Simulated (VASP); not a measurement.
A run of VASP 6.6.1:

Contents of INCAR:

```
SYSTEM = Pr
ALGO = Normal
EDIFF = 1E-7
ENCUT = 520
ISIF = 2
ISMEAR = -1
ISPIN = 2
LASPH = .TRUE.
LCHARG = .TRUE.
LELF = .TRUE.
LMAXMIX = 6
LMIXTAU = .TRUE.
LORBIT = 11
LREAL = .FALSE.
LWAVE = .FALSE.
MAGMOM = 0.47
METAGGA = TPSS
NELM = 120
PREC = Accurate
SIGMA = 0.1
```

The input KPOINTS:

```
k-points
0
G
  9 9 9
  0 0 0
```

File POSCAR:

```
Pr
1.0
    0.0000000000      2.5805000000      2.5805000000
    2.5805000000      0.0000000000      2.5805000000
    2.5805000000      2.5805000000      0.0000000000
Pr
1
Direct
    0.0000000000      0.0000000000      0.0000000000
```

Potentials or basis: VASP PAW PBE potentials, release 64 (Pr_3), 4f in core.

The run is started by

```console
$ cat potpaw_PBE.64/Pr_3/POTCAR > POTCAR
$ mpirun -np 1 vasp_std > vasp.out
```

Hardware: 1 thread of Intel(R) Xeon(R) Platinum 8559C (Emerald Rapids), on a shared host.

Q: Estimate the wall time of this run.

A: It took 73 s on 1 thread of Intel(R) Xeon(R) Platinum 8559C (Emerald Rapids) (shared host), peak memory 0.19 GiB. Counts: scf iterations 18, k points 35.
